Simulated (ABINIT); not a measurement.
Runs of ABINIT 10.8.3 (patched build) on Mg. The structure is hexagonal, space group P6_3/mmc (No. 194). Conventional cell: a = 3.209 Å, b = 3.209 Å, c = 5.210 Å, α = 90.00°, β = 90.00°, γ = 120.00°. Around Mg (site symmetry -6m2) lie 12 Mg at 3.20 to 3.21 Å. 

```tsv
task	level	potentials or basis	cell	cutoff (eV)	fine-grid cutoff	cell freedom (optcell)	cutoff smearing ecutsm (Ha)	optimiser (ionmov)	force stop (Ha/bohr)	gap on the mesh (eV)	pressure (GPa)	V0 of scaled cells (Å³/atom)	B0 (GPa)
equation of state	RPBE	JTH PAW PBE v2.0	as given	517	1034.03 eV	-	-	-	-	-	-	23.73	32
equation of state	WC	JTH PAW PBE v2.0	as given	517	1034.03 eV	-	-	-	-	-	-	(a)	(b)
band structure	r2SCAN	JTH PAW LDA v2.0	as given	490	979.61 eV	-	-	-	-	none	-	-	-
equation of state	PW91	JTH PAW PBE v2.0	as given	517	1034.03 eV	-	-	-	-	-	-	22.99	34
relaxation of cell and atoms	revPBE+D3	JTH PAW PBE v2.0	relaxed to 20 GPa	517	1034.03 eV	2	0.5	2	0.0005	none	20.0	-	-
band structure	HCTH407	JTH PAW PBE v2.0	as given	517	1034.03 eV	-	-	-	-	none	-1.8	-	-
```

Alike in all rows: no spin polarisation; k mesh 10 × 10 × 5; smearing fermi-dirac 0.05 eV.

Question: Fill in the values left out.

Answer: (a) 22.62; (b) 37.

Caveats: the PAW data sets were made with another functional, which shifts forces and pressure a little; pressures at fixed basis lie under the slope of the energies (some runs); the cell was scaled at fixed shape and fractional positions, which overstates the stiffness of a crystal with free parameters, most of all of layers and chains (some runs); the volume moved by over 15 % at a fixed basis, so the end points are rough (some runs); pairwise dispersion overbinds metals, which lowers pressure and volume (some runs).

A gap of «none» marks a metal or a gap under the smearing width.

Runs at the PBE level aren't shown here.
